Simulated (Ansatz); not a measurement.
**H_i (bond centre, by O) in Al2O3 (R-3c): charge-transition levels and formation energies**

Charge states of H_i (bond centre, by O) in Al2O3 (R-3c), set against the band edges. Model: a cell of 80 host atoms with 1 H put in.

Program: Ansatz 0.2.0. Level of theory: place-levels on PBEsol runs: charge-transition levels and formation energies with image-charge correction and potential alignment at the atomic sites. Results are calculated unless marked as measured.

**Measured values to reproduce.**

For Al2O3, alpha (corundum) (high-purity reference sample), “Multi-petahertz electron interference in Cr:Al2O3 solid-state material” (2018, pmc:5906618) quotes earlier work: band gap (optical band gap of host from absorption) 8.7 eV [literature value quoted for a high-purity sample; optical absorption edge, temperature …].

Most raw output is cut from this account.

### Step 1. Set-up

The cell holds 81 atoms: 32 Al, 48 O and 1 H. Its edges and angles: a = 10.280 Å, b = 10.280 Å, c = 10.280 Å, α = 55.3°, β = 55.3°, γ = 55.3°. It derives from Al2O3 (space group R-3c). Nearest the centre at fractional (0.526, 0.352, 0.449): H81 at 0.00 Å, Al2 at 0.93 Å, O49 at 0.93 Å, O18 at 2.13 Å, O47 at 2.19 Å, O26 at 2.24 Å, Al53 at 2.24 Å, O20 at 2.24 Å.

Known beforehand: the electronic dielectric constant, (3.30, 3.30, 3.26), and the static one, (9.72, 9.72, 11.81), computed on the host (DFPT, PBEsol).

The cell's shortest repeat is 9.5 Å.

### Step 2. What was run first

Levels follow from differences of total energies between charge states, each relaxed by itself.

Each atom starts 0.05 Å or so off its site in a random direction. Forces are taken at one point at (¼, ¼, ¼). The cell holds 1 electron more than the neutral one, with a uniform background that keeps it neutral on the whole.

The sampling was tested on the host first: at the k-points planned (1x1x1 shifted 0.25 0.25 0.25) its energy lies 0.004 eV an atom from the dense-mesh value, under the bound of 0.02 eV set for this test; that bounds the host's error, not the defect's.

One state's input; the others differ in charge, spin, start and seed, and in occupations where the table says so.

File qm1.relax/input.yaml:

```yaml
crystal:
  lattice:
    - [4.77386743, 2.75619364, 8.67653806]
    - [-4.77386743, 2.75619364, 8.67653806]
    - [0.0, -5.51238729, 8.67653806]
  atoms:
    - { symbol: Al, position: [0.32396044, 0.32396044, 0.32396044] }
    - { symbol: Al, position: [0.42603956, 0.42603956, 0.42603956] }
[... 8 atom lines left out ...]
    - { symbol: Al, position: [0.32396044, 0.32396044, 0.82396044] }
[... 4 atom lines left out ...]
    - { symbol: O, position: [0.47207012, 0.125, 0.77792988] }
[... 1 atom line left out ...]
    - { symbol: O, position: [0.375, 0.22207012, 0.52792988] }
[... 1 atom line left out ...]
    - { symbol: O, position: [0.27792988, 0.47207012, 0.625] }
[... 4 atom lines left out ...]
    - { symbol: O, position: [0.22207012, 0.52792988, 0.375] }
    - { symbol: O, position: [0.47207012, 0.625, 0.27792988] }
[... 14 atom lines left out ...]
    - { symbol: Al, position: [0.82396044, 0.32396044, 0.32396044] }
[... 3 atom lines left out ...]
    - { symbol: O, position: [0.72207012, 0.02792988, 0.375] }
[... 1 atom line left out ...]
    - { symbol: O, position: [0.52792988, 0.375, 0.22207012] }
[... 1 atom line left out ...]
    - { symbol: O, position: [0.625, 0.27792988, 0.47207012] }
    - { symbol: O, position: [0.77792988, 0.47207012, 0.125] }
[... 2 atom lines left out ...]
    - { symbol: Al, position: [0.57396044, 0.07396044, 0.57396044] }
    - { symbol: Al, position: [0.67603956, 0.17603956, 0.67603956] }
[... 2 atom lines left out ...]
    - { symbol: O, position: [0.52792988, 0.375, 0.72207012] }
[... 5 atom lines left out ...]
    - { symbol: Al, position: [0.57396044, 0.57396044, 0.07396044] }
[... 1 atom line left out ...]
    - { symbol: O, position: [0.72207012, 0.52792988, 0.375] }
[... 14 atom lines left out ...]
    - { symbol: O, position: [0.77792988, 0.97207012, 0.625] }
    - { symbol: H, position: [0.525524, 0.35206, 0.448988] }
  host:
    repeats: [2, 2, 2]
    atoms:
      - { symbol: Al, position: [0.64792089, 0.64792089, 0.64792089] }
      - { symbol: Al, position: [0.85207911, 0.85207911, 0.85207911] }
      # ... 8 more atoms of the perfect host
total_charge: -1
basis:
  ecutwfc: 420
  xc_grid: 2
hamiltonian:
  xc: pbesol
kpoints:
  mp_grid: { grid: [1, 1, 1], shift: [0.25, 0.25, 0.25] }
scf:
  occupations: { method: fixed }
  max_iter: 80
output:
  forces: true
  charged_corrections:
    epsilon: [3.3, 3.3, 3.26]
    static_epsilon: [9.72, 9.72, 11.81]
    defect_position: [0.525524, 0.35206, 0.448988]
relax:
  f_tol: 0.02
  max_steps: 80
  random_displacement: { amplitude: 0.05, seed: 3669 }
checkpoint:
  write: "../qm1.relax.run"
  compress: false
  write_wavefunctions: true
  write_every: 100000
```

Launch:

```sh
$ ansatz run input.yaml --threads 8 --pin off --max-ram 22609MiB --backend cpu --events-out ev --progress --plain --runs-dir out
```

Defect states can disperse in a cell of this size, so the energy is taken again at a 2×2×2 shifted mesh, on the relaxed structure.

The run of this state that the levels use, under PBEsol:

File qm1.point/input.yaml:

```yaml
crystal:
  checkpoint: "../qm1.relax.run"
  host: checkpoint
total_charge: -1
basis:
  ecutwfc: 420
  xc_grid: 2
hamiltonian:
  xc: pbesol
kpoints:
  mp_grid: { grid: [2, 2, 2], shift: [0.5, 0.5, 0.5] }
scf:
  occupations: { method: fermi_dirac, width: 0.01 }
  max_iter: 80
output:
  forces: true
  eigenvalues: true
  charged_corrections:
    epsilon: [3.3, 3.3, 3.26]
    static_epsilon: [9.72, 9.72, 11.81]
    defect_position: [0.525524, 0.35206, 0.448988]
  eigenstates: { localisation: true }
  populations: true
  band_densities: [{ bands: [v1, v1] }, { bands: [c1, c1] }]
  write_density: true
  write_potential: true
  volumetric_format: npy
checkpoint:
  read: "../qm1.relax.run"
  write: "../qm1.point.run"
  compress: false
  write_wavefunctions: false
  write_every: 100000
```

Relaxations under PBEsol at one point at (¼, ¼, ¼); times on 8 threads of Arm Neoverse V2, shared host:

```
charge  moment (μB)  occupations    outcome  steps  largest displacement against the far atoms (Å)     time
    −1            0        fixed  converged     14                                            1.72     81 s
     0            1        fixed  converged     13                                            1.72  2.2 min
    +1            0        fixed  converged     16                                            1.30     72 s
```

Single points under PBEsol at a 2×2×2 shifted mesh; times on 8 threads of Arm Neoverse V2, shared host:

```csv
charge,moment (μB),occupations,outcome,time
−1,0,fermi-dirac,converged,36 s
0,1,fermi-dirac,converged,79 s
+1,0,fermi-dirac,converged,40 s
```

Distances (Å) from H81 to the nearest atoms after relaxation with PBEsol:

```
charge  moment (μB)       1.       2.       3.       4.      5.      6.
    −1            0  Al 1.67  Al 1.67   O 2.13   O 2.13  O 2.13  O 2.13
     0            1  Al 1.92  Al 1.92   O 2.04   O 2.04  O 2.04  O 2.04
    +1            0   O 1.02   O 1.67  Al 2.02  Al 2.12  O 2.17  O 2.29
```

### Step 3. Levels against the band edges, PBEsol

A charged cell interacts with its images and the background, and its potential has another zero than the host's. place-levels removes the first by a point-charge model, screened by the static dielectric constant since the ions have relaxed around the charge, and the second by comparing potentials at atoms far from the defect.

The host is a run of the defect-free crystal in the same cutoffs, grids and k-points, so that basis and sampling errors cancel in part in the differences. The host is run in a cell of 10 atoms on a matching mesh. Its band edges are searched through the zone by a band path, so the gap is smaller than, or equal to, that on the mesh. Chemical potentials are energies per atom of H (H2 molecule), run with the same functional and cutoff.

File levels.point.yaml:

```yaml
host:
  run: host.point.run
states: [qm1.point.run, q0_M1.point.run, qp1.point.run]
geometry_from:
  qm1.point.run: qm1.relax.run
  q0_M1.point.run: q0_M1.relax.run
  qp1.point.run: qp1.relax.run
  host.point.run: host.relax.run
chemical_potentials:
  H:
    energy: -15.609288
    dataset: "<sha256 of the dataset>"
epsilon: [3.3, 3.3, 3.26]
static_epsilon: [9.72, 9.72, 11.81]
vertical:
  - { from: qm1.point.run, to: qm1.point_neutral.run }
  - { from: qp1.point.run, to: qp1.point_neutral.run }
```

Launch:

```sh
$ ansatz place-levels levels.point.yaml -- --threads 8 --pin off --max-ram 22609MiB
```

Wall time 0.31 s (8 threads of Arm Neoverse V2, shared host).

Under PBEsol the gap is 6.03 eV, (+1/0) 4.81, (0/−1) 3.76 eV; the steps are inverted, so the lowest state changes at (+1/−1) 4.28 eV.

Levels between the charges placed, in eV above the valence top:

```csv
,gap (eV),(+1/0),(0/−1)
PBEsol,6.03,4.81,3.76
```

Corrections by state:

```csv
charge,moment (μB),image terms and alignment (eV),band filling (eV),ε used,"over the lowest of its charge, as the program ranks them, band filling apart (eV)"
+1,0.0,0.239,-,"principal values (9.72, 9.72, 11.81)",0.000
0,1.0,0.000,-,-,0.000
−1,0.0,0.133,-,"principal values (9.72, 9.72, 11.81)",0.000
```

The charged structures listed were also run neutral, and place-levels reads from each pair, by the potential or the spins, how wide the charge is by which they differ; that can be the carrier of either run.

| charge | rms radius (Å) | spread where it is widest against the cell (Å) | wide from (Å) | reading |
| --- | --- | --- | --- | --- |
| +1 | 4.6 | 2.69 | 1.36 | wide |
| −1 | 1.6 | 0.95 | 1.36 | narrow |

The neutral runs of these pairs need not share the spin of the lowest neutral state, and very wide values only mean spread over the cell.

From the program's caveats on the states, each cut to its opening words:

- charge +1: it parts from the run at its places by a charge that spreads by about 2.7 Å along one vector (1.4 Å or more is wide), by its potential at epsilon [3.3, 3.3, [...]
- charge +1: its displacements don't fall off away from the defect: farther atoms stand 0.012 Å off the host's places
- charge −1: the far atoms show a dipole or second moment of the defect's charge, for which the correction takes or leaves out 0.126 eV: further moments aren't read, and [...]
- charge −1: its displacements don't fall off away from the defect: farther atoms stand 0.024 Å off the host's places

Chemical potentials of the elements' reference phases, run alike. Formation energy by charge state (elemental references; gap 6.03 eV):

```csv
charge,at valence top (eV),at conduction bottom (eV),correction included (eV)
+1,-1.41,4.62,0.24
0,3.39,3.39,0.00
−1,7.15,1.13,0.13
```

(Fermi level (eV), lowest formation energy (eV)): (0.00, -1.41), (0.55, -0.87), (1.10, -0.32), (1.64, 0.23), (2.19, 0.78), (2.74, 1.32), (3.29, 1.88), (3.84, 2.42), (4.39, 2.77), (4.93, 2.22), (5.48, 1.67), (6.03, 1.13)

### Step 4. Effect of the sampling

The relaxations' own energies give the levels at their sampling, for comparison.

File levels.relax_mesh.yaml:

```yaml
host:
  run: host.relax.run
states: [qm1.relax.run, q0_M1.relax.run, qp1.relax.run]
chemical_potentials:
  H:
    energy: -15.609288
    dataset: "<sha256 of the dataset>"
```

Launch:

```sh
$ ansatz place-levels levels.relax_mesh.yaml -- --threads 8 --pin off --max-ram 22609MiB
```

Elapsed: 0.1 s, on 8 threads.

Levels between neighbouring charges, in eV above the valence top:

```csv
,gap (eV),(+1/0),(0/−1)
"one point at (¼, ¼, ¼)",6.03,4.79,3.71
a 2×2×2 shifted mesh,6.03,4.81,3.76
```

Going from one point at (¼, ¼, ¼) to a 2×2×2 shifted mesh moves the levels that carry no band-filling term by up to 0.05 eV and formation energies against the elements by up to 0.06 eV.

### Step 5. place-levels, r2SCAN

r2SCAN on the same structure is run to see how far the result rests on the functional, though not on the errors that semilocal functionals share; the sampling changes too, to one point at (¼, ¼, ¼), so differences hold both changes.

qm1.r2scan/input.yaml, as its differences from qm1.point/input.yaml of step 2:

```diff
@@ -5,8 +5,8 @@
 basis:
-  ecutwfc: 420
+  ecutwfc: 500
   xc_grid: 2
 hamiltonian:
-  xc: pbesol
+  xc: r2scan
 kpoints:
-  mp_grid: { grid: [2, 2, 2], shift: [0.5, 0.5, 0.5] }
+  mp_grid: { grid: [1, 1, 1], shift: [0.25, 0.25, 0.25] }
 scf:
@@ -28,4 +28,3 @@
 checkpoint:
-  read: "../qm1.relax.run"
-  write: "../qm1.point.run"
+  write: "../qm1.r2scan.run"
   compress: false
```

Elapsed: 17 s, on 8 threads; peak memory 1.8 GiB; 2.1 min of CPU time.

File levels.r2scan.yaml:

```yaml
host:
  run: host.r2scan.run
  levels_from: { run: edges.r2scan.run }
states: [qm1.r2scan.run, q0_M1.r2scan.run, qp1.r2scan.run]
geometry_from:
  qm1.r2scan.run: qm1.relax.run
  q0_M1.r2scan.run: q0_M1.relax.run
  qp1.r2scan.run: qp1.relax.run
  host.r2scan.run: host.relax.run
chemical_potentials:
  H:
    energy: -15.945667
    dataset: "<sha256 of the dataset>"
```

Launch:

```sh
$ ansatz place-levels levels.r2scan.yaml -- --threads 8 --pin off --max-ram 22609MiB
```

The job ended after 0.2 s (8 threads).

Under r2SCAN the gap is 7.03 eV, (+1/0) 5.09, (0/−1) 4.11 eV; the steps are inverted, so the lowest state changes at (+1/−1) 4.60 eV.

### Step 6. A changed set-up

The levels are placed again with one choice changed, to see how much they rest on it.

levels.try0.yaml is levels.point.yaml with these lines changed:

```diff
-epsilon: [3.3, 3.3, 3.26]
-static_epsilon: [9.72, 9.72, 11.81]
+epsilon: 1.0001
+static_epsilon: 1.0001
```

Launch:

```sh
$ ansatz place-levels levels.try0.yaml -- --threads 8 --pin off --max-ram 22609MiB
```

The change: no screening of the image charge.

Levels in eV above the valence top; the changed ones are not the defect's:

|  | gap (eV) | (+1/0) | (0/−1) |
| --- | --- | --- | --- |
| changed | 6.03 | 3.43 | 5.14 |
| as set up | 6.03 | 4.81 | 3.76 |

The largest shift is 1.38 eV.

### Step 7. Side by side

Levels between neighbouring charges, in eV above each run's own valence top:

```csv
,gap (eV),(+1/0),(0/−1),CPU time a state at this stage (restarts are quicker than cold starts)
"PBEsol, 2×2×2 shifted mesh",6.03,4.81,3.76,6.2 min
"r2SCAN on PBEsol structures, (¼, ¼, ¼)",7.03,5.09,4.11,3.2 min
```

### Step 8. Results

| Property | Result |
| --- | --- |
| gap of the host | 6.03 eV (PBEsol) |
| level (plus 1/0) | 4.81 eV above the valence top, not a change between lowest states |
| level (0/minus 1) | 3.76 eV above the valence top, not a change between lowest states |
| level (plus 1/minus 1) | 4.28 eV above the valence top |
| lowest of the charges placed, just above the valence top (0.02 eV) | +1 |
| lowest of the charges placed, just below the conduction bottom (0.02 eV) | −1 |
| lowest formation energy at mid-gap of the charges run, elemental references | 1.60 eV |

In words: Of the charges placed (−1, 0 and +1), the lowest changes at 4.28 eV (+1/−1) above the valence top, in a gap of 6.03 eV. (+1/−1) passes over charge 0, which lies 0.52 eV above the two there; a lower structure or spin state of it, if missed, would change that. Charges above +1 and below −1 were not placed, so these runs say nothing of levels that involve them. States placed: +1 at 0 μB; 0 at 1 μB; −1 at 0 μB. Other spin states or structures, where not listed, weren't placed. At charge −1, 0 and +1 the atom put in ends up to 1.7 Å from its starting place, so the name tells the start alone and the levels can join different sites. H is taken at its element; compounds, which aren't counted here, bound the chemical potentials and would shift these formation energies. Going from one point at (¼, ¼, ¼) to a 2×2×2 shifted mesh moves the levels that carry no band-filling term by up to 0.05 eV and formation energies against the elements by up to 0.06 eV. Keep in mind: PBEsol makes the gap too small and tends to spread out bound carriers; where a gas molecule sets a chemical potential or the host's formation energy, its binding is uncorrected.

Calculation against experiment:

| quantity | measured | PBEsol | r2SCAN |
| --- | --- | --- | --- |
| band gap (least gap of the host; the measured gap is an optical one, which needn't be the least gap) (eV) | 8.7 | 6.03 (-2.67 eV) | 7.03 (-1.67 eV) |

Measured values from pmc:5906618 (2018).

Verdict: For the band gap, of the levels listed nearest comes r2SCAN (-1.67 eV, a clear miss) and farthest PBEsol (-2.67 eV, a clear miss). Local and semilocal functionals usually give gaps below the measured ones. An optical gap can lie under the band gap by the exciton's binding. Zero-point and thermal motion shift the measured gap.

[Logs are printed without paths, hosts, clocks, repeated set-up lines and the standing remarks that a program may print on its own settings, such as how far it seeks lower states.]

[Hosts, paths, dates, database ids (printed as entryN), source tags and the programs' standing remarks are cut or masked in the printed files.]

[Where a table of states has a column of steps, it counts the stored structures, which are thinned; the runs took as many ionic steps or more.]

[A defect's name tells the site on which it was built; relaxed atoms can leave that site.]

[For some hosts the program warned that the k-mesh of the response run may be too coarse for force constants and the static dielectric constant; such warnings are not shown here.]
